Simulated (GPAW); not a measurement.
Wanted: an ASE script for a GPAW 26.7.0 run.

```yaml
Task: relaxation of cell and atoms
Functional: PBE
Dispersion: D4
Potentials_or_basis: GPAW PAW data sets (gpaw-data 1.2.1)
Cutoff: 800 eV
Basis: pw
k_mesh: 9 × 9 × 9
Occupations: fermi-dirac, width 0.05 eV
Spin: no spin polarisation
Maxiter: 150
Optimizer: LBFGS
Fmax: 0.05 eV/Å
Max_steps: 60
Convergence: density=1e-05 forces=0.0001
```

The structure of SrO lies in POSCAR:

```
SrO
1.0
    0.0000000000      2.5663000000      2.5663000000
    2.5663000000      0.0000000000      2.5663000000
    2.5663000000      2.5663000000      0.0000000000
Sr O
1 1
Direct
    0.5000000000      0.5000000000      0.5000000000
    0.0000000000      0.0000000000      0.0000000000
```

One way to write it, as run:

run.py

```python
from ase.calculators.mixing import SumCalculator
from ase.filters import FrechetCellFilter
from ase.io import read, write
from ase.optimize import LBFGS
from dftd4.ase import DFTD4
from gpaw import GPAW, PW

atoms = read('POSCAR')

calc = GPAW(mode=PW(800),
            xc='PBE',
            kpts={'size': (9, 9, 9), 'gamma': True},
            occupations={'name': 'fermi-dirac', 'width': 0.05},
            nbands=16,
            convergence={'density': 1e-05, 'forces': 0.0001},
            maxiter=150,
            txt='gpaw.txt')
atoms.calc = SumCalculator([calc, DFTD4(method='pbe')])
opt = LBFGS(FrechetCellFilter(atoms), trajectory='relax.traj', logfile='-')
done = opt.run(fmax=0.05, steps=60)
calc.write('gs.gpw')
write('result.traj', atoms)
print('Converged:', done)
print('Cell:', atoms.cell.cellpar().round(4))
print('Volume:', round(atoms.get_volume(), 4))
print(atoms.get_scaled_positions().round(5))
```

Potentials or basis: GPAW PAW data sets (gpaw-data 1.2.1), pw.

Run with:

```bash
$ OMP_NUM_THREADS=1 python run.py
```

It gave:

The relaxed volume is 17.27 Å³/atom, the relaxed cell is a = 3.656 Å, b = 3.656 Å, c = 3.656 Å, α = 60.00°, β = 60.00°, γ = 60.00° and the space group after relaxing (to 0.05 Å) is Fm-3m (No. 225). The energy gained by relaxing is 2.5 meV/atom and the ionic steps are 3. The pressure after relaxing is 0.0 GPa. The band gap on the k mesh is 3.42 eV, indirect (least direct gap 3.52 eV) and the dispersion energy per atom is -0.168 eV.

Caveat: later steps reuse the first step's grids; an odd mesh through Γ misses points on the zone boundary, where band edges often lie.

Run time: 100 s on 1 thread of Arm Neoverse V1 (shared host), peak memory 0.29 GiB.
